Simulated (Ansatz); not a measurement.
## Bi₂Te₃

```
Bi Te
1.0
     2.20850    1.27508    9.94667
    -2.20850    1.27508    9.94667
     0.00000   -2.55016    9.94667
Bi Te
2 3
Cartesian
  0.0000 0.0000 24.2301
  0.0000 0.0000 11.9957
  0.0000 0.0000 18.2322
  0.0000 0.0000 5.9680
  0.0000 0.0000 0.0000
```

Atom numbers follow the list: Bi1, Bi2, Te3, Te4, Te5.

The cell comes from COD entry 9012858, which wasn't checked; take it as a given geometry.

Spin–orbit coupling is left out, though it moves levels of the heavy atoms by tenths of an eV or more.

Levels of theory: DFT, PBE, all-electron LAPW, scalar-relativistic (Ansatz 0.2.0); DFT, PBE, PAW with Ansatz's default frozen-core files, scalar-relativistic (Ansatz 0.2.0).

For LAPW: a Γ-centred 8×8×8 k mesh, Fermi–Dirac smearing of 0.08 eV, basis error target 1 meV/atom, no spin polarisation. PAW takes a cutoff of 420 eV at this cell. The Ansatz runs share mesh, smearing and spin set-up. Values come from LAPW unless marked.

| Quantity | Value |
| --- | --- |
| Löwdin charges (with 0.19 e of the cell spilling out of the atomic basis, so their sizes and signs hang on that basis) | Bi1 0.16, Bi2 -0.15, Te3 -0.06, Te4 0.01, Te5 0.22 e |
| Volume per atom | 33.61 Å³ |

Question: Give the computed value. Bader charges (from the PAW run).

Answer: Bi1 +0.35, Bi2 0.00, Te3 -0.11, Te4 -0.25, Te5 +0.01 e.

Question: Give the computed value. Density of states at the Fermi level (0.2 eV bin).

Answer: 0.15 states/eV per cell.

Question: Stress xx, yy, zz (compression positive): what does the calculation give?

Answer: 1.99, 1.99, 1.09 GPa.

Question: Band gap: what does the calculation give?

Answer: None at this level of theory (metallic, semimetallic, or a small gap that the functional closes).

Question: Predict this quantity. Pressure at this cell.

Answer: 1.69 GPa.

Question: Predict this quantity. Largest force.

Answer: 1.206 eV/Å on Te5.
